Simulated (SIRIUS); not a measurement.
Runs of SIRIUS 7.12.0 on Al. Symmetry: Fm-3m, No. 225, cubic system. Conventional cell: a = 4.050 Å, b = 4.050 Å, c = 4.050 Å, α = 90.00°, β = 90.00°, γ = 90.00°. Around Al (site symmetry m-3m) lie 12 Al at 2.86 Å. 

| level | V0 of scaled cells (Å³/atom) | B0 (GPa) |
| --- | --- | --- |
| BLYP | 17.38 | 59 |
| WC | 16.26 | 81 |
| PBEsol | 16.20 | 83 |
| AM05 | (a) | (b) |
| RPBE | 16.82 | (c) |

Alike in all rows: task equation of state; potentials or basis all-electron FP-LAPW, apw+lo standard; no spin polarisation; cell as given; k mesh 11 × 11 × 11; cutoff (eV) 158; smearing fermi-dirac 0.05 eV.

**Question.** Fill in the values left out.

**Answer.** (a) 16.09; (b) 87; (c) 77.

Runs at the PBE level aren't shown here.
